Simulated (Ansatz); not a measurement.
**Cd: straining the crystal, a stretch of c alone**

The task here is to estimate one member of a computed series from the others.

Computed with Ansatz 0.2.0 (DFT PBE, scalar-relativistic, plane waves, PAW, unless a step's input says otherwise).

**Starting point**

It takes space group R-3m (No. 166, trigonal). The conventional cell has a = 3.216 Å, b = 3.216 Å, c = 7.348 Å, α = 90.00°, β = 90.00°, γ = 120.00°. Around Cd (site symmetry -3m) lie 12 Cd at 3.07 to 3.22 Å.

Coordinates:

```
CELL_PARAMETERS angstrom
1.60803 0.92840 2.44929
-1.60803 0.92840 2.44929
0.00000 -1.85679 2.44929
ATOMIC_POSITIONS crystal
Cd 0.00000 0.00000 0.00000
```

Source of the structure: the Materials Project (structure only).

The first run:

(A quick probe on a coarse mesh, which set the mesh and smearing, is not shown.)

input.yaml reads:

```yaml
crystal:
  lattice:
    - [1.6080291515, 0.9283960635, 2.44928741]
    - [-1.6080291515, 0.9283960635, 2.44928741]
    - [0.0, -1.856792127, 2.44928741]
  atoms:
    - { symbol: Cd, position: [0.0, 0.0, 0.0] }
basis:
  ecutwfc: 420
kpoints:
  mp_grid: { grid: [18, 18, 18] }
hamiltonian:
  xc: pbe
scf:
  occupations: { method: gaussian, width: 0.1 }
output:
  forces: true
  stress: true
  eigenvalues: true
relax:
  adjacent_minimum: "off"
  f_tol: 0.005
  max_steps: 80
  cell: { stress_tol: 0.05 }
```

Among the steps run: Relaxing cell and atoms; Zero strain; The cell strained by -2.0 %; Strain +2.0 %; At -4.0 %; Strain +4.0 %; The cell strained by -6.0 %; At +6.0 %.

One table of the session follows, with a row left open; its other results are not shown here.

It belongs to the step «Energy and stress against strain (a metal throughout)». Lengths are those of the vectors of the cell that was run; stresses in GPa:

```
strain (%)  ΔE (meV/atom)  c (Å)
      -6.0           32.4  6.793
      -4.0              ?      ?
      -2.0            3.3  7.082
      +0.0            0.0  7.226
      +2.0            2.4  7.371
      +4.0            7.8  7.515
      +6.0           14.3  7.660
```

**Question.** Estimate the row for strain (%) = -4.0.

Worked estimate for «ΔE (meV/atom)». A straight line through the neighbours (-6.0, 32.4) and (-2.0, 3.3) gives 32.4 + (3.3 − 32.4) × (-4.0 + 6.0) / (-2.0 + 6.0) = 17.9; a parabola fitted to 3 rows on both sides gives 14.1.

**Answer.** ΔE (meV/atom): 14.1; c (Å): 6.937. In «ΔE (meV/atom)» the line misses by +3.8 and the parabola by 0.0.

ΔE is over the unstrained cell. Stress in GPa, positive in compression, on the Cartesian axes of the input. 
